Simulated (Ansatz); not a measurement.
BaHfO3 (Pm-3m) at 2 levels of theory

One geometry, relaxed with PBE; plane waves with PAW potentials in Ansatz, scalar-relativistic. No spin polarisation. Gaps are the least over mesh and band path; pressure is positive in compression.

```
Ba Hf O
1.0
     4.20574    0.00000    0.00000
     0.00000    4.20574    0.00000
     0.00000    0.00000    4.20574
Ba Hf O
1 1 3
Direct
  0.50000 0.50000 0.50000
  0.00000 0.00000 0.00000
  0.00000 0.50000 0.00000
  0.00000 0.00000 0.50000
  0.50000 0.00000 0.00000
```

```tsv
level	cutoff (eV)	k mesh	gap (eV)	pressure (GPa)
PBE	420	6×6×6	3.62	0.0
```

What comes out on the same cell with r2SCAN?

```tsv
level	cutoff (eV)	k mesh	gap (eV)	pressure (GPa)
r2SCAN	500	6×6×6	4.15	-3.4
```

Spin-orbit coupling matters for the bands of heavy elements and is left out.

The structure comes from a generated guess; another structure or a mixture of phases may lie lower.
